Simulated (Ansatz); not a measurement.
## Is this CdSe structure a true minimum?

The cell was found from a structure generator's guess, not taken from experiment.

Level of theory: DFT PBE, scalar-relativistic, plane waves, PAW (Ansatz). Cutoff 420 eV; k points 12×12×12 on the computed 2-atom cell (Γ-centred); Gaussian smearing, width 0.02 eV; no spin polarisation.

The cell below (2 atoms, space group F-43m (No. 216)) is relaxed within its symmetry.

```cif
data_structure
_symmetry_space_group_name_H-M 'P 1'
_symmetry_Int_Tables_number 1
_cell_length_a 4.3796
_cell_length_b 4.3796
_cell_length_c 4.3796
_cell_angle_alpha 119.964
_cell_angle_beta 119.964
_cell_angle_gamma 90.062
_cell_volume 59.43
loop_
_atom_site_label
_atom_site_type_symbol
_atom_site_fract_x
_atom_site_fract_y
_atom_site_fract_z
_atom_site_occupancy
Cd1 Cd 0.00000 0.00000 0.00000 1
Se1 Se 0.25000 0.75000 0.50000 1
```

For the test a repeat of it with 8 atoms (edges 4.38, 7.59, 7.59 Å) was strained at random (σ = 1.5 % a component), the atoms were moved at random (σ = 0.10 Å), and all was relaxed again on a coarse 4×2×2 mesh (in the run’s order of axes) with 0.10 eV smearing, with no symmetry imposed.

Task: What happens?

Result: It returns, within 1 meV/atom of the unmoved cell on that mesh and with the same symmetry when read at 0.1 Å (I-4m2 at 0.01 Å, so small strains and shifts remain). So it is stable against the distortions that fit this cell and that this random move excites. Modes that don't fit the cell aren't tested.
